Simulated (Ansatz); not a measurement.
# CdF2: how the settings move a single-point run

Aim: see which settings change the result for CdF2, by how much, and at what cost.

Program: Ansatz 0.2.0. Level of theory: reference: DFT, HSE06, plane waves, PAW. These are calculated values, not measurements.

5 further runs of the same task are left out: 1 for a known fault of the program, 4 that didn't finish.

## Step 1: The structure to begin with

Symmetry: Fm-3m, No. 225, cubic system. Conventional cell: a = 5.365 Å, b = 5.365 Å, c = 5.365 Å, α = 90.00°, β = 90.00°, γ = 90.00°. Around Cd (site symmetry m-3m) lie 8 F at 2.32 Å. F (site symmetry -43m) has 4 Cd at 2.32 Å as nearest neighbours.

Coordinates:

```xyz
3
Lattice="0.0000 2.6826 2.6826 2.6826 0.0000 2.6826 2.6826 2.6826 0.0000" Properties=species:S:1:pos:R:3 pbc="T T T"
Cd    0.0000    0.0000    0.0000
F     1.3413    1.3413    1.3413
F     4.0239    4.0239    4.0239
```

## Step 2: Reference

The input, input.yaml:

```yaml
crystal:
  lattice:
    - [0.0, 2.682580999, 2.682580999]
    - [2.682580999, 0.0, 2.682580999]
    - [2.682580999, 2.682580999, 0.0]
  atoms:
    - { symbol: Cd, position: [0.0, 0.0, 0.0] }
    - { symbol: F, position: [0.25, 0.25, 0.25] }
    - { symbol: F, position: [0.75, 0.75, 0.75] }
kpoints:
  mp_grid: { grid: [4, 4, 4] }
hamiltonian:
  xc: hse06
scf:
  occupations: { method: fixed }
  n_extra_bands: 4
output:
  forces: true
  stress: true
  eigenvalues: true
```

The run is started by

```bash
> ansatz run input.yaml --threads 4 --pin off --max-ram 3686MiB --backend cpu --events-out ev --progress --plain --runs-dir out
```

## Step 3: Changed: exchange pbe, correlation pbe, coeff 0.75, omega 0.1

input.yaml: that of step 2 with these lines changed.

```diff
@@ -12,3 +12,3 @@
 hamiltonian:
-  xc: hse06
+  xc: { exchange: pbe, correlation: pbe, exx: { coeff: 0.75, omega: 0.1 } }
 scf:
```

## Step 4: Changed: exchange pbe, correlation pbe, coeff 0.75

input.yaml: that of step 2 with these lines changed.

```diff
@@ -12,3 +12,3 @@
 hamiltonian:
-  xc: hse06
+  xc: { exchange: pbe, correlation: pbe, exx: { coeff: 0.75 } }
 scf:
```

## Step 5: Changing settings: xc lc_wpbe

input.yaml: that of step 2 with these lines changed.

```diff
@@ -12,3 +12,3 @@
 hamiltonian:
-  xc: hse06
+  xc: lc_wpbe
 scf:
```

## Step 6: Changing settings: mixing.ndim 2

input.yaml: that of step 2 with these lines changed.

```diff
@@ -16,2 +16,4 @@
   n_extra_bands: 4
+  mixing: { ndim: 2 }
+  max_iter: 90
 output:
```

What does the calculation give? Wanted: for each run, ending; energy change; pressure; gap; force.

As calculated:

```
                                                    run     ending   energy change  pressure (GPa)  gap (eV)  force (eV/Å)  cycles   time
                                              reference  converged               0             3.2      5.26          0.00      12  6.8 s
1: exchange pbe, correlation pbe, coeff 0.75, omega 0.1  converged  not comparable            -2.9     11.07          0.00      17  8.3 s
           2: exchange pbe, correlation pbe, coeff 0.75  converged  not comparable            -3.5     12.20          0.00      17  7.8 s
                                          3: xc lc_wpbe  converged  not comparable             2.2     10.91          0.00      14  9.1 s
                                       4: mixing.ndim 2  converged    0.0 meV/atom             3.2      5.26          0.00      13  6.7 s
```

Residual by cycle in the longest SCF loop of each run; runs are numbered as in the table. The quantity is the density residual dr2, in eV.

```
cycle  reference   run 1   run 2   run 3    run 4
    1      0.053  1.8e-4  1.8e-4  0.0163    0.053
    2    0.00715  3.4e-5  3.6e-5  0.0156  0.00715
    3    0.00264  2.6e-5  2.9e-5  0.0041  0.00264
    4     2.8e-4  7.7e-6  8.8e-6  9.0e-4   2.8e-4
    5     1.0e-4  1.4e-8  2.2e-8  3.6e-5   1.6e-4
    6     2.6e-7  4.1e-9  5.1e-9       -   3.9e-5
    7          -       -       -       -   1.7e-6
```

«mixing.ndim 2» leaves the energy as it was.
